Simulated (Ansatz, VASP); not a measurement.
# In7As7H18 (InAs wire along [111], 14 atoms a period, H-terminated): VASP beside Ansatz

Aim: how closely do two programs agree when they are given the same cell, functional and k mesh? The structure shown is the start of the Ansatz relaxation below; VASP solves that cell, so the two are compared at the walk's first step.

Method: plane waves, with VASP 6.6.1 beside it; single point at PBE, in Ansatz 0.2.0.

## Step 1: Starting point

The cell holds 32 atoms: 7 In, 7 As and 18 H. Its edges and angles: a = 14.084 Å, b = 14.994 Å, c = 10.721 Å, α = 90.0°, β = 90.0°, γ = 90.0°. Vacuum lies along a and b. The structure's axis is c.

## Step 2: Ansatz: relaxation, PBE

Ansatz runs on its PAW soft_1 files.

The two programs are compared at the cell with which this relaxation starts, whose forces are those of its first step.

Contents of input.yaml:

```yaml
crystal:
  lattice:
    - [14.084, 0.0, 0.0]
    - [0.0, 14.994, 0.0]
    - [0.0, 0.0, 10.7213944989]
  atoms:
    - { symbol: In, position: [0.499990017, 0.507220022, 0.0] }
    - { symbol: As, position: [0.499990017, 0.507220022, 0.25] }
    - { symbol: H, position: [0.241408691, 0.478913472, 0.277992274] }
    - { symbol: H, position: [0.344601244, 0.311026308, 0.277992274] }
    - { symbol: H, position: [0.396797464, 0.731720287, 0.277992274] }
    - { symbol: H, position: [0.60318257, 0.731720287, 0.277992274] }
    - { symbol: H, position: [0.655378791, 0.311026308, 0.277992274] }
    - { symbol: H, position: [0.758571344, 0.478913472, 0.277992274] }
    - { symbol: In, position: [0.344601244, 0.422951084, 0.333333333] }
    - { symbol: In, position: [0.499990017, 0.675757898, 0.333333333] }
    - { symbol: In, position: [0.655378791, 0.422951084, 0.333333333] }
    - { symbol: As, position: [0.344601244, 0.422951084, 0.583333333] }
    - { symbol: As, position: [0.499990017, 0.675757898, 0.583333333] }
    - { symbol: As, position: [0.655378791, 0.422951084, 0.583333333] }
    - { symbol: H, position: [0.241408691, 0.647451348, 0.611325607] }
    - { symbol: H, position: [0.499990017, 0.22675737, 0.611325607] }
    - { symbol: H, position: [0.758571344, 0.647451348, 0.611325607] }
    - { symbol: H, position: [0.25474256, 0.374219791, 0.631523582] }
    - { symbol: H, position: [0.499990017, 0.773220484, 0.631523582] }
    - { symbol: H, position: [0.745237474, 0.374219791, 0.631523582] }
    - { symbol: In, position: [0.344601244, 0.59148896, 0.666666667] }
    - { symbol: In, position: [0.499990017, 0.338682146, 0.666666667] }
    - { symbol: In, position: [0.655378791, 0.59148896, 0.666666667] }
    - { symbol: As, position: [0.344601244, 0.59148896, 0.916666667] }
    - { symbol: As, position: [0.499990017, 0.338682146, 0.916666667] }
    - { symbol: As, position: [0.655378791, 0.59148896, 0.916666667] }
    - { symbol: H, position: [0.25474256, 0.542757667, 0.964856915] }
    - { symbol: H, position: [0.344601244, 0.688951546, 0.964856915] }
    - { symbol: H, position: [0.410131334, 0.289950853, 0.964856915] }
    - { symbol: H, position: [0.589848701, 0.289950853, 0.964856915] }
    - { symbol: H, position: [0.655378791, 0.688951546, 0.964856915] }
    - { symbol: H, position: [0.745237474, 0.542757667, 0.964856915] }
kpoints:
  mp_grid: { grid: [1, 1, 8] }
scf:
  occupations: { method: fermi_dirac, width: 0.05 }
hamiltonian:
  xc: pbe
  pseudopotentials: { kind: paw, azcp: { folder: soft_1 } }
relax:
  cell: { fix: [a, b, alpha, beta, gamma] }
  max_steps: 45
  f_tol: 0.03
```

Launch:

```console
$ ansatz run input.yaml --threads 4 --pin off --max-ram 16384MiB --backend cpu --events-out ev --progress --plain --runs-dir out
```

Numbers of over 12 decimals in the logs are rounded to 6 here.

What it wrote:

```text
Engine: ansatz 0.2.0, aarch64-unknown-linux-gnu
Pseudopotentials: kind: paw
Pseudopotential: In, paw, valence charge 13, recommended cutoff 420 eV (normal), soft_1/In.paw.azcp
Pseudopotential: As, paw, valence charge 15, recommended cutoff 420 eV (normal), soft_1/As.paw.azcp
Pseudopotential: H, paw, valence charge 1, recommended cutoff 420 eV (normal), soft_1/H.paw.azcp
Functional definition: PBE
  parameter kappa = 0.804
  parameter beta = 0.066725
  exchange = pbe_x(kappa = kappa, mu = beta*pi^2/3)
  correlation = pbe_c(beta = beta)
Crystal: 32 atoms, lattice volume = 2264.096 Å³
Basis set: ecut = 420 eV, 44235 PW (Γ), exchange–correlation on 192×216×144 points (8 copies of the dense FFT grid, shifted against one another)
Bands: 139, of which v1, the nominal top of the filled ones, is band 107 counted from 1 (106 counted from 0)
Symmetry: 2 space group operations
Space group: Pm (ITA 6), of the structure as read, at distance tolerance 1.3e-4 Å
k-points: 5 of 8 (time reversal used)
Non-local potential: In, projectors of the file, l = 0: 2, l = 1: 2, l = 2: 2, l = 3: 1
Non-local potential: As, projectors of the file, l = 0: 2, l = 1: 2, l = 2: 3, l = 3: 1
Non-local potential: H, projectors of the file, l = 0: 2, l = 1: 1
PAW form: soft (Blöchl's): semilocal exchange-correlation on the pseudo side does not see the compensation charge
PAW one-centre angular grid: In, 590 points (default); XC on 64 Gauss nodes
PAW one-centre angular grid: As, 590 points (default); XC on 64 Gauss nodes
PAW one-centre angular grid: H, 110 points (default); XC on 64 Gauss nodes
Initial density: superposition of atomic densities (neutral atoms: chi_scale 0, normalization atom)
Initial wavefunctions: pseudopotential atomic-orbital guess
Functional: x = pbe(κ = 0.804, μ = 0.219515), c = pbe(β = 0.066725)
SCF iter   1: F=—  HF=-73464.698563 eV  |F-HF|=—  |Δ(HF+E_count)|=         —  Δρ=2.69e-2  dr2=1.98e1  ethr=3.10e-3  ⟨swp⟩=7.0  Hψ=3124  notcnv=0  defer=28
preconditioner: auto → Resta (q_TF=auto, 1.841 Å⁻¹)  ε∞=1.5  [insulator: Δε(μ)=2.765 eV  Ē_g=13.168 eV  σ=0.050 eV  W_gap=1.00  n_scr=246 (ndim 8)  ℏωp=9.4 eV  f_vac=0.656  D(μ)=0.00/eV (n_scr^D=0)  ε∞_Penn≈1.5  vacuum switching on, ρ_ref=1.3e-2 e/Å³]
SCF iter   2: F=—  HF=-73459.066452 eV  |F-HF|=—  |Δ(HF+E_count)|=    5.63e0  Δρ=1.01e-2  dr2=2.72e0  ethr=3.10e-3  ⟨swp⟩=3.6  Hψ=1222  notcnv=0  defer=128
SCF iter   3: F=—  HF=-73458.479139 eV  |F-HF|=—  |Δ(HF+E_count)|=   5.87e-1  Δρ=3.69e-3  dr2=5.51e-1  ethr=1.27e-3  ⟨swp⟩=4.0  Hψ=1125  notcnv=0  defer=115
SCF iter   4: F=—  HF=-73458.363386 eV  |F-HF|=—  |Δ(HF+E_count)|=   1.16e-1  Δρ=1.03e-3  dr2=2.73e-2  ethr=2.58e-4  ⟨swp⟩=4.0  Hψ=1040  notcnv=0  defer=115
SCF iter   5: F=—  HF=-73458.364572 eV  |F-HF|=—  |Δ(HF+E_count)|=   1.19e-3  Δρ=3.57e-4  dr2=3.59e-3  ethr=1.28e-5  ⟨swp⟩=3.0  Hψ=1278  notcnv=0  defer=115
SCF iter   6: F=—  HF=-73458.364732 eV  |F-HF|=—  |Δ(HF+E_count)|=   1.60e-4  Δρ=1.27e-4  dr2=5.13e-4  ethr=1.68e-6  ⟨swp⟩=2.0  Hψ=840  notcnv=0  defer=115
SCF iter   7: F=—  HF=-73458.364857 eV  |F-HF|=—  |Δ(HF+E_count)|=   1.25e-4  Δρ=4.27e-5  dr2=4.05e-5  ethr=2.40e-7  ⟨swp⟩=2.0  Hψ=734  notcnv=0  defer=115
SCF iter   8: F=—  HF=-73458.365225 eV  |F-HF|=—  |Δ(HF+E_count)|=   3.68e-4  Δρ=1.03e-5  dr2=2.68e-6  ethr=1.89e-8  ⟨swp⟩=2.0  Hψ=965  notcnv=0  defer=115
SCF iter   9: F=—  HF=-73458.365228 eV  |F-HF|=—  |Δ(HF+E_count)|=   3.04e-6  Δρ=3.58e-6  dr2=5.27e-7  ethr=1.25e-9  ⟨swp⟩=2.0  Hψ=1040  notcnv=0  defer=115
SCF iter  10: F=-73458.365228 eV  HF=-73458.365228 eV  |F-HF|=9.11e-9  |Δ(HF+E_count)|=   2.83e-7  Δρ=1.52e-6  dr2=8.42e-8  ethr=4.67e-11  ⟨swp⟩=3.0  Hψ=2634  notcnv=0
SCF 1 converged in 10 iterations: F = -73458.365228 eV  dr2 = 8.42e-8
  greatest PAW one-centre occupation: 0.999 electrons in one spin orbital (limit 2), on the As atom at site 25 (counted from 0), in its partial waves of l = 2
relax step   1: F+E_penalty+E_count = -73458.36522845 eV  Δ(F+E_penalty+E_count) = +0.000e0 eV  max|allowed force component| = 1.483e0 eV/Å  Δτ_max = 0.0000 Å  P = -0.300 GPa  Ω = 2264.096 Å³  fix = [a, b, alpha, beta, gamma]  reactions: a -0.470, b -0.472 GPa; alpha -0.001 GPa/rad  (10 SCF iters, dr2 threshold 1.00e-7 eV, accepted)
[...]
relax step   7: F+E_penalty+E_count = -73459.96271814 eV  Δ(F+E_penalty+E_count) = -1.804e-3 eV  max|allowed force component| = 5.937e-3 eV/Å  Δτ_max = 0.0144 Å  P = +0.001 GPa  Ω = 2284.226 Å³  energy of the carried Pulay correction = -1.949e-3 eV  fix = [a, b, alpha, beta, gamma]  reactions: a +0.003, b -0.000 GPa; alpha -0.000 GPa/rad  (7 SCF iters, dr2 threshold 6.56e-8 eV, accepted)
[...]
relax step   8: F+E_penalty+E_count = -73459.96482229 eV  Δ(F+E_penalty+E_count) = -2.104e-3 eV  max|allowed force component| = 5.929e-3 eV/Å  Δτ_max = 0.0000 Å  P = +0.002 GPa  Ω = 2284.226 Å³  fix = [a, b, alpha, beta, gamma]  reactions: a +0.004, b +0.000 GPa; alpha -0.000 GPa/rad  stress off target by 1.90e-3 GPa on what of the cell is left free  SCF on the basis re-selected at this cell (its energy is not comparable with the rows above)  (6 SCF iters)
basis re-selected at this cell: Δ(F+E_penalty+E_count) = -2.104e-3 eV, ΔP = +0.001 GPa vs the last step (what re-selecting the basis moved, of the pressure what is left beyond the Pulay correction that the steps carried, after the strain that the cell walked since its last selection, with what the two solves' SCF thresholds leave and, on support functions, any second-order correction that the steps lacked; it is no measure of the basis error at this ecutwfc). The dense FFT grid was sized anew with the basis: this SCF ran on 96×108×75 points, the steps before it on 96×108×72, so part of this shift can come from that change (see relax.cell in the input reference). [rest of the remark cut]
SCF converged after 6 iterations
Free energy (F): -73459.964822 eV
Harris-Foulkes:  -73459.964822 eV  (|F-HF|=1.68e-7)
Internal energy: -73459.964822 eV  (E = F + TS)
E sigma→0 (E₀):  -73459.964822 eV
Fermi energy:    -2.156571 eV
--- Per-component energies (eV) ---
  E_band       = -4348.538368
  E_kinetic    = 2436.769672
  E_local      = -82281.278770  (includes V_loc(G=0)·N_el)
  E_nonlocal   = -452.696248
  E_hartree    = 40013.346999
  E_xc         = -1640.027648
  E_vxc        = -1330.105374  (∫ρ·V_xc dr)
  E_paw        = -43574.675969  (= ΣΔE_a)
  E_vpaw       = -2747.904862  (= ΣTr[D̂ρ^β])
  E_aug_tail   = -0.015074  (compensation charges beyond the density's cutoff)
  E_ewald      = 12038.612218
  E_smearing   = -0.000000  (= −TS)
  E_closure    = 0.000000  (closes the sum)
  Σ components = -73459.964822   (vs F -73459.964822, Δ=0.00e0)
--- Forces (eV/Å), atoms counted from 1 ---
  atom   1  In     0.00000000     0.00000230    -0.00126613
  atom   2  As    -0.00000000     0.00004633     0.00592956
  atom   3  H      0.00047787     0.00177729    -0.00161727
  atom   4  H      0.00211500    -0.00053025    -0.00145156
  atom   5  H     -0.00141536    -0.00153000    -0.00161639
  atom   6  H      0.00141536    -0.00153000    -0.00161639
  atom   7  H     -0.00211500    -0.00053025    -0.00145156
  atom   8  H     -0.00047787     0.00177729    -0.00161727
  atom   9  In     0.00249965     0.00143877    -0.00108741
  atom  10  In    -0.00000000    -0.00269315    -0.00075837
  atom  11  In    -0.00249965     0.00143877    -0.00108741
  atom  12  As    -0.00186217    -0.00124668    -0.00190914
  atom  13  As     0.00000000     0.00232842    -0.00185165
  atom  14  As     0.00186217    -0.00124668    -0.00190914
  atom  15  H      0.00382972    -0.00214208     0.00272172
  atom  16  H      0.00000000     0.00445263     0.00262780
  atom  17  H     -0.00382972    -0.00214208     0.00272172
  atom  18  H      0.00015709     0.00012533    -0.00037654
  atom  19  H     -0.00000000    -0.00015882    -0.00043728
  atom  20  H     -0.00015709     0.00012533    -0.00037654
  atom  21  In    -0.00134491     0.00079475    -0.00411929
  atom  22  In    -0.00000000    -0.00148496    -0.00414209
  atom  23  In     0.00134491     0.00079475    -0.00411929
  atom  24  As     0.00389077    -0.00221271     0.00169052
  atom  25  As     0.00000000     0.00441357     0.00140629
  atom  26  As    -0.00389077    -0.00221271     0.00169052
  atom  27  H     -0.00534659    -0.00136110     0.00228622
  atom  28  H     -0.00144456     0.00530964     0.00234856
  atom  29  H     -0.00385508    -0.00387716     0.00237921
  atom  30  H      0.00385508    -0.00387716     0.00237921
  atom  31  H      0.00144456     0.00530964     0.00234856
  atom  32  H      0.00534659    -0.00136110     0.00228622
  max |Σ_I F_I| component: 5.42e-6 eV/Å
--- Stress (GPa, compression-positive) ---
        0.003745       0.000000      -0.000000
        0.000000       0.000177       0.000368
       -0.000000       0.000368       0.001904
  P = ⅓ Tr σ = 0.0019 GPa (0.019 kbar)
--- Relaxed structure (7 steps of the walk, 7 accepted, 1 SCFs on fresh bases) ---
  F+E_penalty+E_count = -73459.96482229 eV   max|allowed force component| = 5.929e-3 eV/Å   (the final SCF, on the basis selected at the relaxed cell)
  cell:  # Å, volume = 2284.2262 Å³
    - [14.084, 0, 0]
    - [0, 14.994, 0]
    - [0, 0, 10.816720]
  atoms:
    - { symbol: In, position: [0.500000, 0.507307, 0.040670] }
    - { symbol: As, position: [0.500000, 0.507192, 0.279150] }
    - { symbol: H, position: [0.240112, 0.485754, 0.281751] }
    - { symbol: H, position: [0.350500, 0.306330, 0.282021] }
    - { symbol: H, position: [0.389650, 0.729193, 0.281790] }
    - { symbol: H, position: [0.610350, 0.729193, 0.281790] }
    - { symbol: H, position: [0.649500, 0.306330, 0.282021] }
    - { symbol: H, position: [0.759888, 0.485754, 0.281751] }
    - { symbol: In, position: [0.335528, 0.417919, 0.320750] }
    - { symbol: In, position: [0.500000, 0.685685, 0.320720] }
    - { symbol: In, position: [0.664472, 0.417919, 0.320750] }
    - { symbol: As, position: [0.353537, 0.427825, 0.573656] }
    - { symbol: As, position: [0.500000, 0.666135, 0.573613] }
    - { symbol: As, position: [0.646463, 0.427825, 0.573656] }
    - { symbol: H, position: [0.234270, 0.651268, 0.627986] }
    - { symbol: H, position: [0.500000, 0.219077, 0.628056] }
    - { symbol: H, position: [0.765730, 0.651268, 0.627986] }
    - { symbol: H, position: [0.267915, 0.381375, 0.631232] }
    - { symbol: H, position: [0.500000, 0.759016, 0.631149] }
    - { symbol: H, position: [0.732085, 0.381375, 0.631232] }
    - { symbol: In, position: [0.339472, 0.594355, 0.654987] }
    - { symbol: In, position: [0.500000, 0.333151, 0.655040] }
    - { symbol: In, position: [0.660528, 0.594355, 0.654987] }
    - { symbol: As, position: [0.358302, 0.584124, 0.908318] }
    - { symbol: As, position: [0.500000, 0.353586, 0.908338] }
    - { symbol: As, position: [0.641698, 0.584124, 0.908318] }
    - { symbol: H, position: [0.266653, 0.547219, 0.962330] }
    - { symbol: H, position: [0.346477, 0.677128, 0.962316] }
    - { symbol: H, position: [0.420159, 0.297455, 0.962316] }
    - { symbol: H, position: [0.579841, 0.297455, 0.962316] }
    - { symbol: H, position: [0.653523, 0.677128, 0.962316] }
    - { symbol: H, position: [0.733347, 0.547219, 0.962330] }
```

[end of part 1 of 2]

[Lines on the potential files, build, host, timing and source positions are cut from VASP's logs without a mark.]

[Logs are printed without paths, hosts, clocks, repeated set-up lines and the standing remarks that a program may print on its own settings, such as how far it seeks lower states.]

[Hosts, paths, dates, database ids (printed as entryN), source tags and the programs' standing remarks are cut or masked in the printed files.]
